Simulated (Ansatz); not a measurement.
ZnSe:

```
Se Zn
1.0
     4.10770    0.00000    0.00000
     0.00000    4.10770    0.00000
     0.00000    0.00000    6.07035
Se Zn
2 2
Direct
  0.50000 0.00000 0.75372
  0.00000 0.50000 0.24628
  0.50000 0.50000 0.00000
  0.00000 0.00000 0.00000
```

Measurements of this composition are mostly on another form, of space group No. 216.

Base run:

* Program: Ansatz 0.2.0
* Functional: HSE06 form with a typed share of exact exchange
* Potentials or basis: Ansatz PAW
* Cutoff: 420 eV (not typed: the program's choice for these potentials)
* k mesh: 4 × 4 × 3
* Occupations: fermi-dirac, width 0.05 eV
* Spin: no spin polarisation

Its results: band gap on the k mesh 3.16 eV, direct; pressure -1.2 GPa; largest force 0.448 eV/Å.

**Question.** After a change of settings the same cell gave: band gap on the k mesh 3.58 eV, direct; pressure -1.5 GPa; largest force 0.554 eV/Å. Which change was it?
A. share of exact exchange from 0.3 to 0.05
B. share of exact exchange from 0.3 to 0.1
C. share of exact exchange from 0.3 to 0.4
D. share of exact exchange from 0.3 to 0.25

**Answer.** C.

Caveats: odd divisions of the mesh miss points on the zone boundary, where band edges often lie, so the gap on the mesh can be too wide; the PAW data sets come from PBE, with cores solved anew for the run's functional, which leaves a small shift of forces and pressure; the thresholds are loose for stress.
